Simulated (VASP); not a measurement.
# ZnO: relaxed cell and band gap, by functional

ZnO, P6_3mc (no. 186), 4 atoms in the cell.

| Functional | Volume (Å³/atom) | Change from the starting volume (fraction) | Gap, path and mesh (eV) | Time (s) |
|---|---|---|---|---|
| Wu-Cohen (libxc) | 11.84 | -0.005 | 0.68 | 171 |
| SOGGA11 (libxc) | 12.41 | 0.043 | 0.75 | 237 |
| HCTH/407 (libxc) | 12.67 | 0.065 | 1.31 | 204 |
| PBEint (libxc) | 12.05 | 0.013 | 0.69 | 194 |
| RGE2 (libxc) | 12.11 | 0.018 | 0.69 | 151 |
| B86 with PBE correlation (libxc) | 12.63 | 0.061 | 0.74 | 164 |
| LDA, PW92 (libxc) | 11.38 | -0.044 | 0.80 | 173 |
| PBE (libxc) | 12.40 | 0.042 | 0.72 | 179 |

## Input of the first row

INCAR.step1:
```
SYSTEM = ZnO
ALGO     = Normal         ! electronic algorithm
EDIFF    = 1E-7           ! SCF threshold, eV
EDIFFG   = -0.005         ! ionic threshold
ENCUT    = 600            ! plane-wave cutoff, eV
GGA      = LIBXC          ! functional
GGA_COMPAT= .False.      
IBRION   = 2              ! ionic algorithm
ISIF     = 3              ! what is computed and relaxed
ISMEAR   = 0              ! smearing method
KPAR     = 2            
LASPH    = .True.         ! aspherical terms in the spheres
LCHARG   = .False.        ! write CHGCAR
LIBXC1   = GGA_X_WC     
LIBXC2   = GGA_C_PBE    
LREAL    = .False.        ! projectors in reciprocal space
LWAVE    = .False.        ! write WAVECAR
NELM     = 150            ! most SCF steps
NSW      = 60             ! ionic steps
PREC     = Accurate       ! precision mode
SIGMA    = 0.02           ! smearing width, eV
```

INCAR.step2, as INCAR.step1 but for:
```
- NSW = 60
+ NSW = 40
```

INCAR.step3, as INCAR.step2 but for:
```
- EDIFFG = -0.005
- IBRION = 2
- ISIF = 3
- NSW = 40
+ ISIF = 2
+ NBANDS = 26
```

KPOINTS:
```
k-points
0
Gamma
  7 7 4
```

KPOINTS_OPT:
```
path GMKGALHA,LM,KH
8
line-mode
reciprocal
 0.0000000000  0.0000000000  0.0000000000  G
 0.5000000000  0.0000000000  0.0000000000  M

 0.5000000000  0.0000000000  0.0000000000  M
 0.3333333333  0.3333333333  0.0000000000  K

 0.3333333333  0.3333333333  0.0000000000  K
 0.0000000000  0.0000000000  0.0000000000  G

 0.0000000000  0.0000000000  0.0000000000  G
 0.0000000000  0.0000000000  0.5000000000  A

 0.0000000000  0.0000000000  0.5000000000  A
 0.5000000000  0.0000000000  0.5000000000  L

 0.5000000000  0.0000000000  0.5000000000  L
 0.3333333333  0.3333333333  0.5000000000  H

 0.3333333333  0.3333333333  0.5000000000  H
 0.0000000000  0.0000000000  0.5000000000  A

 0.5000000000  0.0000000000  0.5000000000  L
 0.5000000000  0.0000000000  0.0000000000  M

 0.3333333333  0.3333333333  0.0000000000  K
 0.3333333333  0.3333333333  0.5000000000  H
```

POSCAR.step1:
```
ZnO
1.0
    3.2493080000      0.0000000000      0.0000000000
   -1.6246540000      2.8139832727      0.0000000000
    0.0000000000      0.0000000000      5.2057090000
Zn O
2 2
Direct
    0.6666666667      0.3333333333      0.0000000000
    0.3333333333      0.6666666667      0.5000000000
    0.3333333333      0.6666666667      0.8790100000
    0.6666666667      0.3333333333      0.3790100000
```

Commands (each step's output is kept before the next begins):
```
cat potpaw_PBE.64/Zn/POTCAR potpaw_PBE.64/O/POTCAR > POTCAR
cp INCAR.step1 INCAR
cp POSCAR.step1 POSCAR
mpirun -np 2 vasp_std > vasp.out
cp CONTCAR POSCAR
rm WAVECAR CHG
cp INCAR.step2 INCAR
mpirun -np 2 vasp_std > vasp.out
cp CONTCAR POSCAR
rm WAVECAR CHG
cp INCAR.step3 INCAR
mpirun -np 2 vasp_std > vasp.out
```

Changes of the last row against the first:
```
(all steps)
- LIBXC1 = GGA_X_WC
+ LIBXC1 = GGA_X_PBE
```

VASP 6.6.1 took 171 s on 2 cores (Intel Xeon Platinum 8375C @ 2.90GHz (Ice Lake)), a shared host.
